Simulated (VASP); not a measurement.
# Ge (Cmcm) in VASP: further runs, part 2 of 2

VASP 6.6.1.

### 4 Single point, PBE

File INCAR:

```
SYSTEM = Ge
  PREC = Accurate
  ENCUT = 450
  EDIFF = 1E-7
  ISMEAR = 0
  SIGMA = 0.02
  LREAL = .False.
  LASPH = .True.
  NELM = 80
  ALGO = Fast
  ISIF = 2
  LWAVE = .False.
  LCHARG = .True.
  GGA = PE
  LELF = .True.
  LVHAR = .True.
```

File KPOINTS:

```
Automatic mesh
0
Gamma
  5 5 3
  0 0 0
```

File POSCAR:

```
Ge
1.0
    1.4880529250     -2.5946896100      0.0000000000
    1.4880529250      2.5946896100      0.0000000000
    0.0000000000      0.0000000000      4.7275957900
Ge
2
Direct
    0.3334466300      0.6665533700      0.2500000000
    0.6665533700      0.3334466300      0.7500000000
```

Potentials or basis: VASP PAW PBE potentials, release 64 (Ge_d_GW).

On the command line:

```bash
$ cat potpaw_PBE.64/Ge_d_GW/POTCAR > POTCAR
$ mpirun -np 1 vasp_std > vasp.out
```

OUTCAR:

```text
SYSTEM = Ge
   PREC = Accurate
   ENCUT = 450
   EDIFF = 1E-7
   ISMEAR = 0
   LREAL = .False.
   LASPH = .True.
   NELM = 80
   ISIF = 2
   GGA = PE

 ion  position               nearest neighbor table
   1  0.333  0.667  0.250-   2 2.92   2 2.92   2 2.92   2 2.92   2 2.93   2 2.93
   2  0.667  0.333  0.750-   1 2.92   1 2.92   1 2.92   1 2.92   1 2.93   1 2.93

  LATTYP: Found a base centered orthorhombic cell.
 ALAT       =     2.9761058500
 B/A-ratio  =     1.7436809984
 C/A-ratio  =     1.5885173540

  Lattice vectors:

 A1 = (   1.4880529250,  -2.5946896100,   0.0000000000)
 A2 = (   1.4880529250,   2.5946896100,   0.0000000000)
 A3 = (   0.0000000000,   0.0000000000,   4.7275957900)

Analysis of symmetry for initial positions (statically):
=====================================================================
 Subroutine PRICEL returns:
 Original cell was already a primitive cell.

 Routine SETGRP: Setting up the symmetry group for a
 base centered orthorhombic supercell.

 Subroutine GETGRP returns: Found  8 space group operations
 (whereof  4 operations were pure point group operations)
 out of a pool of  8 trial point group operations.
[... 157 lines left out ...]
  free energy    TOTEN  =        -8.24097478 eV

  energy without entropy =       -8.23908003  energy(sigma->0) =       -8.24002741

 E-fermi :   4.3241     XC(G=0): -11.4987

 val. band max:        4.3228829869   @ k =   0.2000   0.2000   0.3333
 cond. band min:       4.3354816722   @ k =  -0.4000   0.2000   0.3333
 fundamental gap:      0.0125986853
 Fermi energy:         4.3240671415

 k-point     1 :       0.0000    0.0000    0.0000
  band No.  band energies     occupation
      1     -20.2066      2.00000
      2     -20.2039      2.00000
      3     -20.2024      2.00000
      4     -20.1971      2.00000
      5     -20.1936      2.00000
      6     -20.1917      2.00000
[... 355 lines left out ...]
      5     -20.1763      2.00000
      6     -20.1322      2.00000
[... 10 lines left out ...]
     17      10.0742      0.00000
     18      10.1487      0.00000

------------------------ aborting loop because EDIFF is reached ----------------------------------------

  FORCE on cell =-STRESS in cart. coord.  units (eV):
  Direction    XX          YY          ZZ          XY          YZ          ZX
  --------------------------------------------------------------------------------------
  -------------------------------------------------------------------------------------
  Total        0.4166239      0.4717454      2.4489398      0.0000000     -0.0000000      0.0000000
  in kB       18.2843952     20.7035153    107.4767599      0.0000000     -0.0000000      0.0000000
  external PRESSURE =      48.8215568 kB  Pullay stress =       0.0000000 kB

 VOLUME and BASIS-vectors are now :
 -----------------------------------------------------------------------------
  energy-cutoff  :      450.00
  volume of cell :       36.51
      direct lattice vectors                 reciprocal lattice vectors
     1.488052925 -2.594689610  0.000000000     0.336009554 -0.192701277  0.000000000
     1.488052925  2.594689610  0.000000000     0.336009554  0.192701277  0.000000000
     0.000000000  0.000000000  4.727595790     0.000000000  0.000000000  0.211524006

 POSITION                                       TOTAL-FORCE (eV/Angst)
 -----------------------------------------------------------------------------------
      1.48805      0.86431      1.18190         0.000000     -0.009521      0.000000
      1.48805     -0.86431      3.54570         0.000000      0.009521      0.000000
 -----------------------------------------------------------------------------------
    total drift:                                0.000000     -0.000000      0.000000

  FREE ENERGIE OF THE ION-ELECTRON SYSTEM (eV)
  ---------------------------------------------------
  free  energy   TOTEN  =        -8.2409747824 eV

  energy  without entropy=       -8.2390800286  energy(sigma->0) =       -8.24002741
```

stdout:

```text
POSCAR found type information on POSCAR Ge
 POSCAR found :  1 types and       2 ions
 scaLAPACK will be used
 LDA part: xc-table for (Slater+PW92), standard interpolation
 POSCAR, INCAR and KPOINTS ok, starting setup
 FFT: planning ... GRIDC
 FFT: planning ... GRID_SOFT
 FFT: planning ... GRID
 WAVECAR not read
 entering main loop
 num prob RMM:  15    -0.824097479750E+01   -0.38927E-07   -0.13331E-06   794   0.167E-02    0.267E-03
 num prob  num prob RMM:  16    -0.824097478236E+01    0.15137E-07   -0.33312E-07   583   0.137E-02
```

Run time: 18 s. Hardware: 1 thread of AMD EPYC 7R43 (Zen 3), shared host; peak memory 0.1 GiB.

What came out:

- Free energy: -8.2410 eV
- Pressure: 4.9 GPa
- Largest force: 0.010 eV/Å
- Band gap on the k mesh: none (metal or under the smearing width)

Forces on the atoms (eV/Å):
```
Ge   0.000 -0.010  0.000
Ge   0.000  0.010  0.000
```

Stress tensor (GPa, compression positive):
```
 1.83  0.00  0.00
 0.00  2.07  0.00
 0.00  0.00 10.75
```

Caveat: the k mesh is coarse (spacing up to 0.49 Å⁻¹), so the values aren't converged; the cutoff is under 1.25 times the usual one of these potentials, so pressure, stress and relaxed cells hold a basis-set (Pulay) error.

### 5 For comparison

An earlier run on the cell as given: functional PBEsol; potentials or basis VASP PAW PBE potentials, release 64 (Ge_d); cutoff 520 eV; k mesh 10 × 10 × 6; occupations fermi-dirac, width 0.05 eV; no spin polarisation.

- Pressure: 0.5 GPa
- Band gap on the k mesh: none (metal or under the smearing width)

### 6 The runs side by side

| task | level | potentials or basis | cell | k mesh | cutoff (eV) | smearing | ladder | mesh quality | gap on the mesh (eV) | pressure (GPa) | largest force (eV/Å) |
| --- | --- | --- | --- | --- | --- | --- | --- | --- | --- | --- | --- |
| single point | PBE | VASP PAW PBE potentials, release 64 (Ge_d_GW) | as given | 7 × 7 × 4 | 450 | gaussian 0.02 eV | - | not flagged | none | 5.5 | 0.01 |
| relaxation of cell and atoms | LDA | VASP PAW LDA potentials, release 64 (Ge_d) | relaxed | 8 × 8 × 6 | 600 | fermi-dirac 0.05 eV | gaps | not flagged | none | 0.0 | - |
| single point | PBE | VASP PAW PBE potentials, release 64 (Ge_d_GW) | as given | 5 × 5 × 3 | 450 | gaussian 0.02 eV | - | coarse | none | 4.9 | 0.01 |
| single point | PBEsol | VASP PAW PBE potentials, release 64 (Ge_d) | as given | 10 × 10 × 6 | 520 | fermi-dirac 0.05 eV | free | not flagged | none | 0.5 | - |

Alike in all rows: no spin polarisation.

Caveats: some runs use coarse meshes; the cutoff is under 1.25 times the usual one of these potentials, so pressure, stress and relaxed cells hold a basis-set (Pulay) error (some runs); the PAW data sets were made with another functional, which shifts forces and pressure a little (some runs).

Total energies depend on the potentials used, so only differences within one code and one set of settings carry meaning.
